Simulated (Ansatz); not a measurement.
Input for Ansatz (plane-wave DFT, PAW):

```yaml
crystal:
  lattice:
    - [-3.1277444926, 3.1277444926, 2.5706555236]
    - [3.1277444926, -3.1277444926, 2.5706555236]
    - [3.1277444926, 3.1277444926, -2.5706555236]
  atoms:
    - { symbol: Ta, position: [0.6634172954, 0.8365827046, 0.5] }
    - { symbol: Ta, position: [0.8365827046, 0.3365827046, 0.1731654092] }
    - { symbol: Ta, position: [0.3365827046, 0.1634172954, 0.5] }
    - { symbol: Ta, position: [0.1634172954, 0.6634172954, 0.8268345908] }
    - { symbol: Si, position: [0.25, 0.25, 0.0] }
    - { symbol: Si, position: [0.75, 0.75, 0.0] }
basis:
  ecutwfc: 420
kpoints:
  mp_grid: { grid: [10, 10, 10] }
hamiltonian:
  xc: pbesol
scf:
  occupations: { method: gaussian, width: 0.1 }
output:
  forces: true
  stress: true
  eigenvalues: true
relax:
  adjacent_minimum: "off"
  f_tol: 0.01
  max_steps: 30
  cell: { stress_tol: 0.1, fix: [volume] }
```

Command:
```bash
ansatz run input.yaml --threads 1 --pin off --max-ram 2560MiB --backend cpu --events-out ev --progress --plain --runs-dir out
```

The calculation used DFT PBEsol, scalar-relativistic, plane waves, PAW in Ansatz.

Abridged output (final results; tables in files aren't shown):

```
SCF 4 converged in 3 iterations: F = -40472.408262 eV  dr2 = 1.35e-10
SCF converged after 3 iterations
Free energy (F): -40472.408262 eV
Harris-Foulkes:  -40472.408262 eV  (|F-HF|=4.37e-11)
Internal energy: -40472.390885 eV  (E = F + TS)
E sigma→0 (E₀):  -40472.399573 eV
Entropy (-TS):   -0.017377 eV (-2.896 meV/atom)
Fermi energy:    16.580506 eV
--- Per-component energies (eV) ---
  E_band       = -476.465545
  E_kinetic    = 1544.135889
  E_local      = -2597.914346  (includes V_loc(G=0)·N_el)
  E_nonlocal   = 116.732799
  E_hartree    = 918.276449
  E_xc         = -979.060452
  E_vxc        = -911.172772  (∫ρ·V_xc dr)
  E_paw        = -34087.015788  (= ΣΔE_a)
  E_vpaw       = -464.801141  (= ΣTr[D̂ρ^β])
  E_aug_tail   = 0.000627  (compensation charges beyond the density's cutoff)
  E_ewald      = -5388.463772
  E_core_change = 0.917707  (= ΣΔE_core)
  E_smearing   = -0.017377  (= −TS)
--- Forces (eV/Å), atoms counted from 1 ---
  atom   1  Ta     0.00032396    -0.00032396     0.00000000
  atom   2  Ta     0.00032396     0.00032396     0.00000000
  atom   3  Ta    -0.00032396     0.00032396     0.00000000
  atom   4  Ta    -0.00032396    -0.00032396     0.00000000
  atom   5  Si     0.00000000     0.00000000     0.00000000
  atom   6  Si     0.00000000     0.00000000     0.00000000
--- Stress (GPa, compression-positive) ---
      -11.788304       0.000000       0.000000
        0.000000     -11.788304       0.000000
        0.000000       0.000000     -11.753764
  P = ⅓ Tr σ = -11.7768 GPa (-117.768 kbar)
--- Band table (eV; the first three rows and the last of 102) ---
  k-point 0: bands = ["-51.3046", "-51.2743", "-51.2399", "-51.2399", "-17.9680", "-17.9680", "-17.9411", "-17.9124", "-17.9124", "-17.8912", "-17.8641", "-17.7934", "-17.6690", "-17.4674", "-17.4350", "-17.4350", "4.8175", "9.2737", "11.7520", "11.9541", "12.4476", "12.4476", "14.0811", "14.0811", "14.1947", "14.1947", "14.2148", "14.6317", "16.7496", "16.7727", "17.4476", "17.8628", "17.8628", "18.0834", "18.0834", "18.1655"]
  k-point 1: bands = ["-51.3034", "-51.2742", "-51.2411", "-51.2400", "-17.9835", "-17.9685", "-17.9240", "-17.9211", "-17.9126", "-17.8848", "-17.8555", "-17.7985", "-17.6578", "-17.4697", "-17.4468", "-17.4356", "4.8964", "9.3234", "11.5168", "11.5473", "12.6590", "12.8246", "13.9834", "13.9964", "14.1007", "14.1997", "14.2610", "14.6671", "16.5576", "16.7876", "17.3503", "17.5092", "17.7309", "18.1836", "18.5116", "18.5243"]
  k-point 2: bands = ["-51.3004", "-51.2739", "-51.2445", "-51.2400", "-17.9946", "-17.9668", "-17.9410", "-17.9131", "-17.9096", "-17.8716", "-17.8313", "-17.8114", "-17.6300", "-17.4778", "-17.4769", "-17.4371", "5.1188", "9.4628", "10.8832", "11.2241", "12.9798", "13.0075", "13.7593", "14.0327", "14.1727", "14.1867", "14.3737", "14.4682", "16.4000", "16.8855", "17.1147", "17.1590", "17.3868", "18.5496", "18.9416", "19.2651"]
  k-point 101: bands = ["-51.2686", "-51.2686", "-51.2612", "-51.2604", "-18.0889", "-18.0627", "-17.9310", "-17.8917", "-17.8917", "-17.8103", "-17.7627", "-17.6807", "-17.5465", "-17.5465", "-17.5302", "-17.5302", "6.7551", "9.6372", "10.3980", "10.3980", "10.7849", "13.0863", "13.0863", "13.3821", "14.4419", "15.2558", "15.6055", "15.6094", "15.6465", "15.6465", "16.4013", "16.8543", "17.2881", "17.2881", "19.0388", "19.8244"]
--- Relaxed structure (3 steps of the walk, 2 accepted, 1 SCFs on fresh bases) ---
  F+E_penalty+E_count = -40472.40826160 eV   max|allowed force component| = 3.240e-4 eV/Å   (the final SCF, on the basis selected at the relaxed cell)
  cell:  # Å, volume = 100.5927 Å³
    - [-3.12663395, 3.12663395, 2.57248197]
    - [3.12663395, -3.12663395, 2.57248197]
    - [3.12663395, 3.12663395, -2.57248197]
  atoms:
    - { symbol: Ta, position: [0.66376941, 0.83623058, 0.50000000] }
    - { symbol: Ta, position: [0.83623058, 0.33623058, 0.17246116] }
    - { symbol: Ta, position: [0.33623058, 0.16376941, 0.5] }
    - { symbol: Ta, position: [0.16376941, 0.66376941, 0.82753883] }
    - { symbol: Si, position: [0.25, 0.25, 0.0] }
    - { symbol: Si, position: [0.75000000, 0.75000000, 0.0] }
```

The relaxation met its thresholds.

It took 82 s on 1 thread of Arm Neoverse V1, with other jobs on the host, peak memory 0.55 GiB.

Spin–orbit coupling is left out, which can shift energies with elements as heavy as these.